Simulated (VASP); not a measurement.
Si2Mo:

```
Mo Si
1.0
    -1.60000    1.60000    3.93050
     1.60000   -1.60000    3.93050
     1.60000    1.60000   -3.93050
Mo Si
1 2
Direct
  0.00000 0.00000 0.00000
  0.66700 0.66700 0.00000
  0.33300 0.33300 0.00000
```

- Program: VASP 6.6.1
- Task: single point
- Functional: PBE
- Potentials or basis: VASP PAW PBE potentials, release 64 (Mo_sv, Si)
- Cutoff: 900 eV
- k mesh: 15 × 15 × 15
- Occupations: methfessel-paxton, width 0.1 eV
- Spin: no spin polarisation

On this cell: pressure 2.4 GPa; largest force 0.284 eV/Å; band gap on the k mesh none (metal or under the smearing width).

The same run follows on a disturbed copy (grid = ENCUT=900 k=15x15x15 ISMEAR=1 SIGMA=0.1 PREC=Accurate EDIFF=1e-08 LREAL=False ADDGRID=False LASPH=True; atoms moved at random, drawn with an rms of 0.1 Å):

```
CELL_PARAMETERS angstrom
-1.60000 1.60000 3.93050
1.60000 -1.60000 3.93050
1.60000 1.60000 -3.93050
ATOMIC_POSITIONS crystal
Mo 0.98713 0.01529 0.03448
Si 0.69688 0.67200 0.01234
Si 0.35719 0.33659 0.02110
```

Problem. What changes?

Solution. The energy (extrapolated to zero smearing) moves by +112.6 meV/atom; pressure 6.5 GPa; largest force 2.880 eV/Å; band gap on the k mesh none (metal or under the smearing width).

Forces in eV/Å, atoms in the order of the input:
```
Mo  -0.978  0.543  2.654
Si   0.300 -0.074 -2.248
Si   0.678 -0.469 -0.406
```

Stress tensor (GPa, compression positive):
```
 5.26 -0.99 -2.30
-0.99  5.77  1.19
-2.30  1.19  8.37
```
